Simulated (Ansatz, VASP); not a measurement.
ZnGeN: VASP beside Ansatz

File INCAR:

```
PREC = Accurate
ENCUT = 600
EDIFF = 1E-7
ISMEAR = 0
SIGMA = 0.1
LREAL = False
LASPH = True
NELM = 100
ALGO = Normal
ISIF = 3
LWAVE = False
LCHARG = False
GGA = PE
IBRION = 2
NSW = 100
EDIFFG = -0.01
```

File KPOINTS:

```
regular mesh
0
Gamma
  12 12 8
```

Contents of POSCAR:

```
ZnGeN
1.0
    4.1911824700      0.0000000000      0.0000000000
   -2.0955912400      3.6296704900      0.0000000000
    0.0000000000      0.0000000000      5.2170418900
Zn Ge N
2 2 2
Direct
    0.0000000000      0.0000000000      0.0000000000
    0.0000000000      0.0000000000      0.5000000000
    0.6666666700      0.3333333300      0.7500000000
    0.3333333300      0.6666666700      0.2500000000
    0.3333333300      0.6666666700      0.7500000000
    0.6666666700      0.3333333300      0.2500000000
```

Input for Ansatz:

```yaml
crystal:
  lattice:
    - [4.19118247, 0.0, 0.0]
    - [-2.09559124, 3.62967049, 0.0]
    - [0.0, 0.0, 5.21704189]
  atoms:
    - { symbol: Zn, position: [0.0, 0.0, 0.0] }
    - { symbol: Zn, position: [0.0, 0.0, 0.5] }
    - { symbol: Ge, position: [0.66666667, 0.33333333, 0.75] }
    - { symbol: Ge, position: [0.33333333, 0.66666667, 0.25] }
    - { symbol: "N", position: [0.33333333, 0.66666667, 0.75] }
    - { symbol: "N", position: [0.66666667, 0.33333333, 0.25] }
basis:
  ecutwfc: 420
kpoints:
  mp_grid: { grid: [12, 12, 8] }
hamiltonian:
  xc: pbe
scf:
  occupations: { method: gaussian, width: 0.1 }
output:
  forces: true
  stress: true
  eigenvalues: true
relax:
  adjacent_minimum: "off"
  f_tol: 0.01
  max_steps: 80
  cell: { stress_tol: 0.05 }
```

Change from the starting cell: species swapped into the CrCoGe type (P6_3/mmc, No. 194).

Alike in both runs: task relaxation of cell and atoms; functional PBE; k mesh 12 × 12 × 8; occupations gaussian, width 0.1 eV; no spin polarisation.

```csv
,VASP,Ansatz
version,VASP 6.6.1,Ansatz 0.2.0
potentials or method,"VASP PAW PBE potentials, release 64 (Zn, Ge_d, N)","scalar-relativistic, plane waves, PAW"
plane-wave cutoff (eV),600,420
valence electrons in the cell,62,62
```

```tsv
	VASP	Ansatz	Ansatz less VASP
gap on the k mesh at the Fermi level, each at its own relaxed structure (eV)	none	none	-
relaxed volume (Å³/atom)	13.35	13.34	-0.012
relaxed cell length with the largest relative difference (Å)	4.774	4.767	-0.0064
energy change over the relaxation (meV/atom)	-34	-34	-0.2
```

A gap of «none» marks a metal or a gap that the smearing closes.
